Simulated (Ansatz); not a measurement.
Computed properties of FeO

```
Fe O
1.0
     1.51768    0.87623    2.51579
    -1.51768    0.87623    2.51579
     0.00000   -1.75247    2.51579
Fe O
1 1
Direct
  0.00000 0.00000 0.00000
  0.50000 0.50000 0.50000
```

Atoms are numbered in the order listed.

The structure is an experimental refinement, used without relaxation.

Semilocal functionals without U often leave such compounds metallic or with too small a gap, and the real magnetic order may differ.

Other magnetic orders may lie lower; this is the state that the run reached.

Levels of theory: DFT, PBE, all-electron LAPW, scalar-relativistic (Ansatz 0.2.0); DFT, PBE, PAW with Ansatz's default frozen-core files, scalar-relativistic (Ansatz 0.2.0); DFT, PBE, all-electron PAW with datasets made for the crystal, scalar-relativistic (Ansatz 0.2.0).

For LAPW: a Γ-centred 16×16×16 k mesh, Fermi–Dirac smearing of 0.03 eV, basis error target 0.5 meV/atom, spin-polarised from start moments Fe1 3 μB. PAW takes a cutoff of 420 eV at this cell. The crystal-made all-electron datasets (AE datasets) take a cutoff of 400 eV at this cell. The Ansatz runs share mesh, smearing and spin set-up. Values come from LAPW unless marked.

```
Band gap                                                                                                               : none: bands cross the Fermi level, a metal
Stress xx, yy, zz (compression positive)                                                                               : -0.47, -0.47, -1.44 GPa
Löwdin charges (with 0.13 e of the cell spilling out of the atomic basis, so their sizes and signs hang on that basis) : Fe1 1.16, O2 -1.02 e
Density of states at the Fermi level (0.2 eV bin)                                                                      : 1.29 states/eV per cell
Contact hyperfine fields (crystal-made datasets)                                                                       : Fe1 -19.5, O2 23.0 T, core polarisation included, positive along the moment of the spin-up electrons
Bader charges (from the PAW run)                                                                                       : Fe1 +1.34, O2 -1.34 e
Volume per atom                                                                                                        : 10.04 Å³
```

Q: Moment of the cell: what does the calculation give?

A: 4.00 μB.

Q: Predict this quantity. Moments in the spheres.

A: Fe1 3.62, O2 0.32 μB.

Q: Give the computed value. Pressure at this cell.

A: -8.0 kbar.
